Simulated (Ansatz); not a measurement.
# GaN (P6_3mc) in Ansatz: convergence with xc grid

Aim: find how far xc grid must go before the results for GaN settle, at PBE. This setting moves, with any that are tied to it; all else stays.

All numbers are computed with Ansatz 0.2.0; they aren't measurements. Logs are shortened: lines on timing, memory, paths and dates and some standing lists are left out, and cuts for length are marked.

## (1) Starting point

It takes space group P6_3mc (No. 186, hexagonal). The conventional cell has a = 3.180 Å, b = 3.180 Å, c = 5.166 Å, α = 90.00°, β = 90.00°, γ = 120.00°. Around Ga (site symmetry 3m) lie 4 N at 1.94 to 1.95 Å. N (site symmetry 3m) has 4 Ga at 1.94 to 1.95 Å as nearest neighbours.

## (2) With xc grid 1

Input file input.yaml:

```yaml
crystal:
  lattice:
    - [3.18, 0.0, 0.0]
    - [-1.59, 2.753960784, 0.0]
    - [0.0, 0.0, 5.166]
  atoms:
    - { symbol: Ga, position: [0.6666666667, 0.3333333333, 0.5] }
    - { symbol: Ga, position: [0.3333333333, 0.6666666667, 0.0] }
    - { symbol: "N", position: [0.6666666667, 0.3333333333, 0.875] }
    - { symbol: "N", position: [0.3333333333, 0.6666666667, 0.375] }
hamiltonian:
  xc: pbe
  pseudopotentials: { kind: nc }
kpoints:
  mp_grid: { grid: [8, 8, 5] }
scf:
  occupations: { method: gaussian, width: 0.05 }
output:
  forces: true
  stress: true
  eigenvalues: true
basis:
  xc_grid: 1
```

Potentials or basis: Ansatz NC.

Launch:

```bash
> ansatz run input.yaml --threads 2 --pin off --max-ram 5632MiB --backend cpu --events-out ev --progress --plain --runs-dir out
```

Output:

```text
Warning: RAYON_NUM_THREADS=2 ignored (pool sized by the plan → 2); use --threads N
Engine: ansatz 0.2.0, x86_64-unknown-linux-gnu
Pseudopotentials: kind: nc
Pseudopotential: Ga, nc, valence charge 13, recommended cutoff 1088.45545 eV (normal), Ga.nc.azcp
Pseudopotential: N, nc, valence charge 5, recommended cutoff 1240 eV (normal), N.nc.azcp
Functional definition: PBE
  parameter kappa = 0.804
  parameter beta = 0.06672455060314922
  exchange = pbe_x(kappa = kappa, mu = beta*pi^2/3)
  correlation = pbe_c(beta = beta)
Crystal: 4 atoms, lattice volume = 45.242 Å³
Basis set: ecut = 1240 eV, 4499 PW (Γ)
Bands: 22, of which v1, the nominal top of the filled ones, is band 18 counted from 1 (17 counted from 0)
Symmetry: 12 space group operations
Space group: P63mc (ITA 186), of the structure as read, at distance tolerance 3.6e-5 Å
k-points: 30 of 320 (time reversal used)
Non-local potential: Ga, projectors of the file, l = 0: 2, l = 1: 2, l = 2: 2
Non-local potential: N, projectors of the file, l = 0: 2, l = 1: 2
Initial density: superposition of atomic densities (chi_scale 0.1, normalization cell, long waves kept (reshape's long-wave potential 0.00 eV rms))
Initial wavefunctions: pseudopotential atomic-orbital guess
Functional: x = pbe(κ = 0.804, μ = 0.2195149727645171), c = pbe(β = 0.06672455060314922)
SCF iter   1: F=—  HF=-4753.820023 eV  |F-HF|=—  |Δ(HF+E_count)|=         —  Δρ=9.43e-2  dr2=4.40e0  ethr=3.10e-3  ⟨swp⟩=6.3  Hψ=3274  notcnv=0
preconditioner: auto → Resta (q_TF=auto, 2.626 Å⁻¹)  ε∞=4.9  [insulator: Δε(μ)=2.704 eV  Ē_g=16.869 eV  σ=0.050 eV  W_gap=1.00  n_scr=22 (ndim 8)  ℏωp=33.1 eV  f_vac=0.000  D(μ)=0.00/eV (n_scr^D=0)  ε∞_Penn≈4.9]
SCF iter   2: F=—  HF=-4752.711652 eV  |F-HF|=—  |Δ(HF+E_count)|=    1.11e0  Δρ=3.47e-2  dr2=4.02e-1  ethr=3.10e-3  ⟨swp⟩=2.9  Hψ=1635  notcnv=0
SCF iter   3: F=—  HF=-4752.664049 eV  |F-HF|=—  |Δ(HF+E_count)|=   4.76e-2  Δρ=1.66e-2  dr2=9.98e-2  ethr=1.12e-3  ⟨swp⟩=2.0  Hψ=774  notcnv=0
SCF iter   4: F=—  HF=-4752.663819 eV  |F-HF|=—  |Δ(HF+E_count)|=   2.30e-4  Δρ=2.36e-3  dr2=1.66e-3  ethr=2.77e-4  ⟨swp⟩=2.9  Hψ=1290  notcnv=0
SCF iter   5: F=—  HF=-4752.665800 eV  |F-HF|=—  |Δ(HF+E_count)|=   1.98e-3  Δρ=4.33e-4  dr2=8.19e-5  ethr=4.61e-6  ⟨swp⟩=2.1  Hψ=1096  notcnv=0
SCF iter   6: F=—  HF=-4752.666086 eV  |F-HF|=—  |Δ(HF+E_count)|=   2.86e-4  Δρ=1.14e-4  dr2=2.68e-6  ethr=2.28e-7  ⟨swp⟩=2.6  Hψ=1199  notcnv=0
SCF iter   7: F=—  HF=-4752.666090 eV  |F-HF|=—  |Δ(HF+E_count)|=   3.47e-6  Δρ=3.48e-5  dr2=2.19e-7  ethr=7.45e-9  ⟨swp⟩=2.1  Hψ=1149  notcnv=0
SCF iter   8: F=-4752.666090 eV  HF=-4752.666090 eV  |F-HF|=4.14e-9  |Δ(HF+E_count)|=   1.57e-7  Δρ=3.93e-6  dr2=5.03e-9  ethr=2.78e-10  ⟨swp⟩=6.1  Hψ=3056  notcnv=0
SCF 1 converged in 8 iterations: F = -4752.666090 eV  dr2 = 5.03e-9
SCF converged after 8 iterations
Free energy (F): -4752.666090 eV
Harris-Foulkes:  -4752.666090 eV  (|F-HF|=4.14e-9)
Internal energy: -4752.666090 eV  (E = F + TS)
E sigma→0 (E₀):  -4752.666090 eV
Fermi energy:    11.801108 eV
--- Per-component energies (eV) ---
  E_band       = 27.213215
  E_kinetic    = 3831.482951
  E_local      = -3564.467923  (includes V_loc(G=0)·N_el)
  E_nonlocal   = -1686.132499
  E_hartree    = 1187.000632
  E_xc         = -1336.722524
  E_vxc        = -927.671537  (∫ρ·V_xc dr)
  E_ewald      = -3183.826728
  E_smearing   = -0.000000  (= −TS)
  E_closure    = -0.000000  (closes the sum)
  Σ components = -4752.666090   (vs F -4752.666090, Δ=0.00e0)
--- Forces (eV/Å), atoms counted from 1 ---
  atom   1  Ga     0.00000000    -0.00000000    -0.13737586
  atom   2  Ga     0.00000000     0.00000000    -0.13737586
  atom   3  N      0.00000000    -0.00000000     0.13724978
  atom   4  N      0.00000000     0.00000000     0.13724978
  max |Σ_I F_I| component: 2.52e-4 eV/Å
--- Stress (GPa, compression-positive) ---
        6.881863      -0.000000      -0.000000
       -0.000000       6.881863       0.000000
       -0.000000       0.000000       9.019542
  P = ⅓ Tr σ = 7.5944 GPa (75.944 kbar)
--- Band table (eV; the first three rows and the last of 30) ---
  k-point 0: bands = ["-5.2568", "-4.3524", "-2.7863", "-2.7658", "-2.7658", "-2.7038", "-2.7038", "-2.5197", "-2.5197", "-2.4180", "-2.4180", "-1.1184", "3.6683", "9.7465", "9.7465", "10.7475", "10.8078", "10.8078", "12.7936", "15.1203", "20.0740", "20.7349"]
  k-point 1: bands = ["-5.1404", "-4.3950", "-2.7638", "-2.7638", "-2.7517", "-2.7132", "-2.7132", "-2.5064", "-2.5064", "-2.4245", "-2.4245", "-1.5152", "4.3877", "9.6811", "9.8432", "9.8432", "10.7018", "10.7018", "13.6698", "15.1959", "19.8055", "20.7809"]
  k-point 2: bands = ["-4.8509", "-4.5562", "-2.7540", "-2.7540", "-2.7345", "-2.7345", "-2.5929", "-2.4757", "-2.4757", "-2.4446", "-2.4446", "-2.1759", "6.0011", "7.8822", "10.1009", "10.1009", "10.4289", "10.4289", "14.7802", "15.2542", "19.3665", "19.6159"]
  k-point 29: bands = ["-4.2125", "-4.1936", "-2.6784", "-2.6538", "-2.6496", "-2.5870", "-2.5065", "-2.4962", "-2.4635", "-2.4599", "-0.7962", "-0.6903", "4.5035", "4.6852", "6.5251", "7.2582", "8.9852", "9.2913", "16.7162", "17.3285", "18.2451", "18.7447"]
```

Run time: 11 s. Hardware: 2 threads of Intel Xeon at 2.50GHz (Skylake/Cascade Lake), shared host; peak memory 0.37 GiB.

Results:

```
Free energy            : -4752.6661 eV
Pressure               : 7.6 GPa
Largest force          : 0.137 eV/Å
Band gap on the k mesh : 1.99 eV, direct
```

## (3) With xc grid 2

Changes to input.yaml since step 2:

```diff
@@ -22,2 +22,2 @@
 basis:
-  xc_grid: 1
+  xc_grid: 2
```

Potentials or basis: Ansatz NC.

Launch:

```bash
> ansatz run input.yaml --threads 2 --pin off --max-ram 5632MiB --backend cpu --events-out ev --progress --plain --runs-dir out
```

Run time: 10 s. Hardware: 2 threads of Intel Xeon at 2.50GHz (Skylake/Cascade Lake), shared host; peak memory 0.38 GiB.

Results:

| Quantity | Value |
| --- | --- |
| Free energy | -4752.6661 eV |
| Pressure | 7.6 GPa |
| Largest force | 0.137 eV/Å |
| Band gap on the k mesh | 1.99 eV, direct |

## (4) With xc grid 3

Changes to input.yaml since step 3:

```diff
@@ -22,2 +22,2 @@
 basis:
-  xc_grid: 2
+  xc_grid: 3
```

Launch:

```bash
> ansatz run input.yaml --threads 2 --pin off --max-ram 5632MiB --backend cpu --events-out ev --progress --plain --runs-dir out
```

It took 10 s on 2 threads of Intel Xeon at 2.50GHz (Skylake/Cascade Lake), shared host; peak memory 0.44 GiB.

Results (log left out):

* Free energy: -4752.6661 eV
* Pressure: 7.6 GPa
* Largest force: 0.137 eV/Å
* Band gap on the k mesh: 1.99 eV, direct

## (5) With xc grid 4

Changes to input.yaml since step 4:

```diff
@@ -22,2 +22,2 @@
 basis:
-  xc_grid: 3
+  xc_grid: 4
```

Launch:

```bash
> ansatz run input.yaml --threads 2 --pin off --max-ram 5632MiB --backend cpu --events-out ev --progress --plain --runs-dir out
```

Run time: 12 s. Hardware: 2 threads of Intel Xeon at 2.50GHz (Skylake/Cascade Lake), shared host; peak memory 0.58 GiB.

The run converged. Its results:

```yaml
Free_energy: -4752.6661 eV
Pressure: 7.6 GPa
Largest_force: 0.137 eV/Å
Band_gap_on_the_k_mesh: 1.99 eV, direct
```

## (6) With xc grid 5

Changes to input.yaml since step 5:

```diff
@@ -22,2 +22,2 @@
 basis:
-  xc_grid: 4
+  xc_grid: 5
```

Potentials or basis: Ansatz NC.

Launch:

```bash
> ansatz run input.yaml --threads 2 --pin off --max-ram 5632MiB --backend cpu --events-out ev --progress --plain --runs-dir out
```

It took 14 s on 2 threads of Intel Xeon at 2.50GHz (Skylake/Cascade Lake), shared host; peak memory 0.82 GiB.

The run converged. Its results:

- Free energy: -4752.6661 eV
- Pressure: 7.6 GPa
- Largest force: 0.137 eV/Å
- Band gap on the k mesh: 1.99 eV, direct

## (7) Result

| xc grid | energy less the tightest run, at zero smearing (meV/atom) | SCF cycles | CPU time (s) | peak memory (GiB) |
| --- | --- | --- | --- | --- |
| 1 | 0.00 | 8 | 16 | 0.37 |
| 2 | 0.00 | 8 | 16 | 0.38 |
| 3 | 0.00 | 8 | 17 | 0.44 |
| 4 | 0.00 | 8 | 18 | 0.58 |
| 5 | 0.00 | 8 | 21 | 0.82 |

Against the tightest run, the energy stays within 1 meV/atom from 1 on. The tightest run that finished is the yardstick and may itself not be fully converged.

Caveats: odd divisions of the mesh miss points on the zone boundary, where band edges often lie, so the gap on the mesh can be too wide.
